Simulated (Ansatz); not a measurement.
## What a strained Ge layer does to its nuclei

Cell: a structure deposited in the COD, whose atoms a relaxation with PBE at fixed cell left in place.

```
Ge
1.0
     0.00000    2.82868    2.82868
     2.82868    0.00000    2.82868
     2.82868    2.82868    0.00000
Ge
2
Direct
  0.00000 0.00000 0.00000
  0.25000 0.25000 0.25000
```

Sites (sets of like atoms) are named by element and the number of their first atom in this list.

Method: Kohn–Sham DFT in Ansatz, PBE, plane waves and PAW, scalar-relativistic, 420 eV cutoff, Γ-centred 14×14×14 k-points, Fermi–Dirac smearing 0.05 eV.

The cell is stretched along z (the third Cartesian axis of the run's cell), x and y held, and the ions relax again each time.

```
strain along z (%)  Ge: V along z (10²¹ V/m²)
                -3                       0.13
                -2                       0.09
                -1                          ?
                 0                       0.00
                +1                      -0.02
                +2                      -0.08
                +3                      -0.13
```

(1) Estimate the row at -1 % from the others.

Answers

(1) Ge: 0.05. Worked for Ge: a straight line through the other 6 rows has a slope of -0.042 × 10²¹ V/m² per per cent of strain and gives 0.05 at -1 %, against 0.05 from the run, so the response is nearly linear here. For 73Ge that is 0.20 MHz of C_Q per per cent. Without strain Ge sits on a cubic site without a gradient, so the whole gradient comes from the strain.
